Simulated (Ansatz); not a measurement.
# Residual resistivity of an alloy: Ru(0001) with 2 layers of random Ru-Ir, 2x2, part 2 of 2

Aim: the residual resistivity of a random alloy, from Ru(0001) with 2 layers of random Ru-Ir, 2x2 and longer regions.

Ansatz 0.2.0; Ansatz plane-wave DFT, PBE, PAW files; ballistic transport by layer matching (Landauer), zero bias; PAW set soft_1.

So far. Step 3 (With 6 alloy layers): Over the solved energies the transmission per spin lies between 4.67 and 5.02, out of 5.48 channels of the lead on average (up to 6).

### Step 4. With 10 alloy layers

In 10 layers a share of 0.125 of the sites is given to Ir at random. A fresh draw is used; the growth of the resistance with length is what counts.

System of this step: Ru(0001) with 10 layers of random Ru-Ir, 2x2. The cell holds 80 atoms: 75 Ru and 5 Ir. Its edges and angles: a = 5.412 Å, b = 5.412 Å, c = 42.819 Å, α = 90.0°, β = 90.0°, γ = 120.0°. It derives from Ru. Regions: lead, 40 atoms (40 Ru); scattering region, 40 atoms (35 Ru and 5 Ir). The structure is stacked along c, and the current runs across the ab planes.

The input, input.yaml:

```yaml
crystal:
  lattice:
    - [5.4116, 0.0, 0.0]
    - [-2.7058, 4.6865830751, 0.0]
    - [0.0, 0.0, 42.819]
  atoms:
    - { symbol: Ru, position: [0.1666666667, 0.3333333333, 0.025] }
    - { symbol: Ru, position: [0.1666666667, 0.8333333333, 0.025] }
    - { symbol: Ru, position: [0.6666666667, 0.3333333333, 0.025] }
    - { symbol: Ru, position: [0.6666666667, 0.8333333333, 0.025] }
    - { symbol: Ru, position: [0.3333333333, 0.1666666667, 0.075] }
    - { symbol: Ru, position: [0.3333333333, 0.6666666667, 0.075] }
    - { symbol: Ru, position: [0.8333333333, 0.1666666667, 0.075] }
    - { symbol: Ru, position: [0.8333333333, 0.6666666667, 0.075] }
    - { symbol: Ru, position: [0.1666666667, 0.3333333333, 0.125] }
    - { symbol: Ru, position: [0.1666666667, 0.8333333333, 0.125] }
    - { symbol: Ru, position: [0.6666666667, 0.3333333333, 0.125] }
    - { symbol: Ru, position: [0.6666666667, 0.8333333333, 0.125] }
    - { symbol: Ru, position: [0.3333333333, 0.1666666667, 0.175] }
    - { symbol: Ru, position: [0.3333333333, 0.6666666667, 0.175] }
    - { symbol: Ru, position: [0.8333333333, 0.1666666667, 0.175] }
    - { symbol: Ru, position: [0.8333333333, 0.6666666667, 0.175] }
    - { symbol: Ru, position: [0.1666666667, 0.3333333333, 0.225] }
    - { symbol: Ru, position: [0.1666666667, 0.8333333333, 0.225] }
    - { symbol: Ru, position: [0.6666666667, 0.3333333333, 0.225] }
    - { symbol: Ru, position: [0.6666666667, 0.8333333333, 0.225] }
    - { symbol: Ru, position: [0.3333333333, 0.1666666667, 0.275] }
    - { symbol: Ru, position: [0.3333333333, 0.6666666667, 0.275] }
    - { symbol: Ru, position: [0.8333333333, 0.1666666667, 0.275] }
    - { symbol: Ru, position: [0.8333333333, 0.6666666667, 0.275] }
    - { symbol: Ru, position: [0.1666666667, 0.3333333333, 0.325] }
    - { symbol: Ru, position: [0.1666666667, 0.8333333333, 0.325] }
    - { symbol: Ru, position: [0.6666666667, 0.3333333333, 0.325] }
    - { symbol: Ru, position: [0.6666666667, 0.8333333333, 0.325] }
    - { symbol: Ru, position: [0.3333333333, 0.1666666667, 0.375] }
    - { symbol: Ru, position: [0.3333333333, 0.6666666667, 0.375] }
    - { symbol: Ru, position: [0.8333333333, 0.1666666667, 0.375] }
    - { symbol: Ru, position: [0.8333333333, 0.6666666667, 0.375] }
    - { symbol: Ru, position: [0.1666666667, 0.3333333333, 0.425] }
    - { symbol: Ru, position: [0.1666666667, 0.8333333333, 0.425] }
    - { symbol: Ru, position: [0.6666666667, 0.3333333333, 0.425] }
    - { symbol: Ru, position: [0.6666666667, 0.8333333333, 0.425] }
    - { symbol: Ru, position: [0.3333333333, 0.1666666667, 0.475] }
    - { symbol: Ru, position: [0.3333333333, 0.6666666667, 0.475] }
    - { symbol: Ru, position: [0.8333333333, 0.1666666667, 0.475] }
    - { symbol: Ir, position: [0.8333333333, 0.6666666667, 0.475] }
    - { symbol: Ru, position: [0.1666666667, 0.3333333333, 0.525] }
    - { symbol: Ru, position: [0.1666666667, 0.8333333333, 0.525] }
    - { symbol: Ru, position: [0.6666666667, 0.3333333333, 0.525] }
    - { symbol: Ru, position: [0.6666666667, 0.8333333333, 0.525] }
    - { symbol: Ru, position: [0.3333333333, 0.1666666667, 0.575] }
    - { symbol: Ir, position: [0.3333333333, 0.6666666667, 0.575] }
    - { symbol: Ru, position: [0.8333333333, 0.1666666667, 0.575] }
    - { symbol: Ru, position: [0.8333333333, 0.6666666667, 0.575] }
    - { symbol: Ru, position: [0.1666666667, 0.3333333333, 0.625] }
    - { symbol: Ru, position: [0.1666666667, 0.8333333333, 0.625] }
    - { symbol: Ir, position: [0.6666666667, 0.3333333333, 0.625] }
    - { symbol: Ir, position: [0.6666666667, 0.8333333333, 0.625] }
    - { symbol: Ir, position: [0.3333333333, 0.1666666667, 0.675] }
    - { symbol: Ru, position: [0.3333333333, 0.6666666667, 0.675] }
    - { symbol: Ru, position: [0.8333333333, 0.1666666667, 0.675] }
    - { symbol: Ru, position: [0.8333333333, 0.6666666667, 0.675] }
    - { symbol: Ru, position: [0.1666666667, 0.3333333333, 0.725] }
    - { symbol: Ru, position: [0.1666666667, 0.8333333333, 0.725] }
    - { symbol: Ru, position: [0.6666666667, 0.3333333333, 0.725] }
    - { symbol: Ru, position: [0.6666666667, 0.8333333333, 0.725] }
    - { symbol: Ru, position: [0.3333333333, 0.1666666667, 0.775] }
    - { symbol: Ru, position: [0.3333333333, 0.6666666667, 0.775] }
    - { symbol: Ru, position: [0.8333333333, 0.1666666667, 0.775] }
    - { symbol: Ru, position: [0.8333333333, 0.6666666667, 0.775] }
    - { symbol: Ru, position: [0.1666666667, 0.3333333333, 0.825] }
    - { symbol: Ru, position: [0.1666666667, 0.8333333333, 0.825] }
    - { symbol: Ru, position: [0.6666666667, 0.3333333333, 0.825] }
    - { symbol: Ru, position: [0.6666666667, 0.8333333333, 0.825] }
    - { symbol: Ru, position: [0.3333333333, 0.1666666667, 0.875] }
    - { symbol: Ru, position: [0.3333333333, 0.6666666667, 0.875] }
    - { symbol: Ru, position: [0.8333333333, 0.1666666667, 0.875] }
    - { symbol: Ru, position: [0.8333333333, 0.6666666667, 0.875] }
    - { symbol: Ru, position: [0.1666666667, 0.3333333333, 0.925] }
    - { symbol: Ru, position: [0.1666666667, 0.8333333333, 0.925] }
    - { symbol: Ru, position: [0.6666666667, 0.3333333333, 0.925] }
    - { symbol: Ru, position: [0.6666666667, 0.8333333333, 0.925] }
    - { symbol: Ru, position: [0.3333333333, 0.1666666667, 0.975] }
    - { symbol: Ru, position: [0.3333333333, 0.6666666667, 0.975] }
    - { symbol: Ru, position: [0.8333333333, 0.1666666667, 0.975] }
    - { symbol: Ru, position: [0.8333333333, 0.6666666667, 0.975] }
kpoints:
  mp_grid: { grid: [5, 5, 1] }
hamiltonian:
  xc: pbe
  pseudopotentials: { kind: paw, azcp: { folder: soft_1 } }
scf:
  occupations: { method: fermi_dirac, width: 0.1 }
output:
  transmission:
    leads: [[0, 8]]
    kmesh: [10, 10]
    e_range: [-0.05, 0.05]
    de: 0.05
  write_potential: true
  write_density: true
  volumetric_format: npy
```

Run with:

```sh
$ ansatz run input.yaml --threads 4 --pin off --max-ram 15360MiB --backend cpu --events-out ev --progress --plain --runs-dir out
```

Numbers of over 12 decimals in the logs are rounded to 6 here.

The log of the run:

```text
[...]
Crystal: 80 atoms, lattice volume = 1085.972 Å³
Basis set: ecut = 420 eV, 21185 PW (Γ)
Bands: 771, of which v1, the nominal top of the filled ones, is band 643 counted from 1 (642 counted from 0)
Symmetry: 1 space group operations
[...]
k-points: 13 of 25 (time reversal used)
[...]
SCF iter   1: F=—  HF=-500640.416311 eV  |F-HF|=—  |Δ(HF+E_count)|=         —  Δρ=1.24e-1  dr2=2.02e2  ethr=3.10e-3  ⟨swp⟩=5.0  Hψ=32340  notcnv=0  defer=28
[...]
SCF iter  10: F=-500590.354107 eV  HF=-500590.354107 eV  |F-HF|=1.08e-8  |Δ(HF+E_count)|=   4.95e-9  Δρ=6.09e-7  dr2=1.34e-8  ethr=7.78e-12  ⟨swp⟩=8.5  Hψ=22157  notcnv=0
SCF 1 converged in 10 iterations: F = -500590.354107 eV  dr2 = 1.34e-8
[...]
transmission: 417 of 4160 steps passed
transmission: 832 of 4160 steps passed
[...]
transmission: 4160 of 4160 steps passed
SCF converged after 10 iterations
Free energy (F): -500590.354107 eV
[...]
Internal energy: -500587.815016 eV  (E = F + TS)
E sigma→0 (E₀):  -500589.084562 eV
Entropy (-TS):   -2.539091 eV (-31.739 meV/atom)
Fermi energy:    23.596849 eV
[...]
--- Band table (eV; the first three rows and the last of 13) ---
  k-point 0: bands = [... 639 lower, 24.5628, 24.5895, 24.5937, 24.6044, 24.6061, 24.6087, 24.6119, 24.6236, ... 124 higher]
  k-point 1: bands = [... 639 lower, 23.8869, 23.9413, 24.0166, 24.0181, 24.0621, 24.0692, 24.2844, 24.2955, ... 124 higher]
  k-point 2: bands = [... 639 lower, 23.3452, 23.3604, 23.3774, 23.4407, 23.4715, 23.4719, 23.4747, 23.5118, ... 124 higher]
  k-point 12: bands = [... 639 lower, 23.4972, 23.5141, 23.5265, 23.5448, 23.5603, 23.5646, 23.6013, 23.6092, ... 124 higher]
--- Transmission ---
  basis      : 223 plane waves across, 80 finite elements along
  points     : 52, standing for a mesh of 10 x 10
[...]
channels       : 5.280000e0 a spin
[...]
junction   : crystal 0 to crystal 0, 3.58 to 42.12 Å
    transmission   : 4.460087e0 a spin
[...]
```

Elapsed: 25 min, on 4 threads of Arm Neoverse V1, shared host; peak memory 8.5 GiB; 1.6 h of CPU time.

This step gave:

| Property | Result |
| --- | --- |
| free energy | -500590.3541 eV |
| energy at zero smearing | -500589.0846 eV |
| Fermi energy | 23.60 eV |
| transmission per spin nearest the Fermi level | 4.460 |
| step of the lead's potential | 1.3 meV |

Per spin. Table of transmission, zone mean by energy, zero at the Fermi level:

```
energy (eV)  transmission, zone mean
    -0.0500                     4.39
     0.0000                     4.46
     0.0500                     4.77
```

Over the solved energies the transmission per spin lies between 4.39 and 4.77, out of 5.44 channels of the lead on average (up to 5.88).

### Step 5. Resistance against length

This step: Ansatz plane-wave DFT, PBE, PAW files; ballistic transport by layer matching (Landauer), zero bias; residual resistivity from the slope of the area resistance, atoms on the host's lattice; PAW set soft_1 (Ansatz 0.2.0).

This step gave:

```yaml
resistivity: 5.370 µΩ cm
intercept: 0.008069 fΩ m²
scatter_about_the_fit: 0.005554 fΩ m²
```

Resistance, by row:

```
run  length (Å)      T  channels N  RA (fΩ m²)
 n2       4.282  5.095        5.32     0.02714
 n6       12.85  4.798        5.48     0.08491
n10       21.41  4.541        5.44      0.1191
```

The area resistance by length of the alloy:

```
length of the alloy (Å)  area resistance (fΩ m²)
                   4.28                   0.0271
                  12.85                   0.0849
                  21.41                    0.119
```

The area resistance goes from 0.027 to 0.12 fΩ m² between 4.3 and 21.4 Å, a slope of 5.4 µΩ cm.

By hand from the end points: (0.1191 − 0.02714) fΩ m² / (21.41 − 4.28) Å = 5.4 µΩ cm, since 1 fΩ m² per Å is 1000 µΩ cm.

### Step 6. What came out

```
resistivity from the slope  : 5.37 µΩ cm
area resistance over 4.28 Å : 0.0271 fΩ m²
area resistance over 12.8 Å : 0.0849 fΩ m²
area resistance over 21.4 Å : 0.119 fΩ m²
```

What this shows: The slope gives 5.4 µΩ cm. The points scatter by 0.0056 fΩ m² about the line, with one random draw a length in a 2x2 cell, so the slope is a rough value. The lead's own channel count moves between the runs (5.32, 5.48 and 5.44), which shifts RA and the slope too. Read with a model of isotropic scattering on a spherical Fermi surface and the lead's 1.6×10¹⁵ S/m², this slope means a mean free path near 99 Å; over these lengths the model's slope is 1.16 times its bulk resistivity, which would be 4.6 µΩ cm. The draw over the shortest length came out nearly ordered, with 12 symmetry operations, so that point is a poor sample of a random alloy. The atoms sit on the host's lattice, so scattering by size misfit is left out. Spin-orbit coupling is left out, which matters for Ir.

[Logs are printed without paths, hosts, clocks, repeated set-up lines and the standing remarks that a program may print on its own settings, such as how far it seeks lower states.]

[Hosts, paths, dates, database ids (printed as entryN), source tags and the programs' standing remarks are cut or masked in the printed files.]
